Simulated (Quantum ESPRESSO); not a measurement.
**TePb in Quantum ESPRESSO: the effect of functional**

TePb:

```
Pb Te
1.0
     0.00000    3.23100    3.23100
     3.23100    0.00000    3.23100
     3.23100    3.23100    0.00000
Pb Te
1 1
Direct
  0.00000 0.00000 0.00000
  0.50000 0.50000 0.50000
```

Alike in all runs:

* Program: Quantum ESPRESSO 7.5
* Task: dielectric tensor
* Cutoff: 1088 eV
* Density cutoff: 4354 eV
* k mesh: 4 × 4 × 4, shifted
* Occupations: fermi-dirac, width 0.05 eV
* Spin: no spin polarisation

```csv
functional,potentials or basis,pressure (GPa),dielectric constant (mean)
LDA,PseudoDojo 0.4.1 SR LDA standard,-1.7,28.53
PBE,PseudoDojo 0.4.1 SR PBE standard,2.2,26.58
PBEsol,PseudoDojo 0.4.1 SR PBEsol standard,-0.3,27.87
WC,PseudoDojo 0.4.1 SR PBE standard,-0.3,28.11
BLYP,PseudoDojo 0.4.1 SR PBE standard,5.4,25.33
AM05,PseudoDojo 0.4.1 SR PBE standard,?,?
```

Question: What does the run with functional AM05 give?

Answer: Pressure 0.1 GPa; dielectric constant 27.18 mean.

Caveats: the potentials were made for another functional, which shifts forces and pressure (some runs); the cell is more than 3 GPa from zero pressure, which shifts response properties (some runs).
